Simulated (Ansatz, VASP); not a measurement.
## BiTe in VASP and in Ansatz

```
Bi Te
1.0
     0.00000    3.31393    3.31393
     3.31393    0.00000    3.31393
     3.31393    3.31393    0.00000
Bi Te
1 1
Direct
  0.00000 0.00000 0.00000
  0.50000 0.50000 0.50000
```

Alike in both runs: task single point; functional PBE; k mesh 6 × 6 × 6; no spin polarisation.

|  | VASP | Ansatz |
| --- | --- | --- |
| version | VASP 6.6.1 | Ansatz 0.2.0 |
| potentials or method | VASP PAW PBE potentials, release 64 (Bi_d, Te) | plane waves, PAW |
| plane-wave cutoff (eV) | 520 | 463 |
| occupations | fermi-dirac, width 0.1 eV | fermi-dirac |
| valence electrons in the cell | 21 | 31 |

|  | VASP | Ansatz | Ansatz less VASP |
| --- | --- | --- | --- |
| pressure (GPa) | -2.3 | -2.2 | +0.07 |

The two sets of potentials don't hold the same shells in valence.
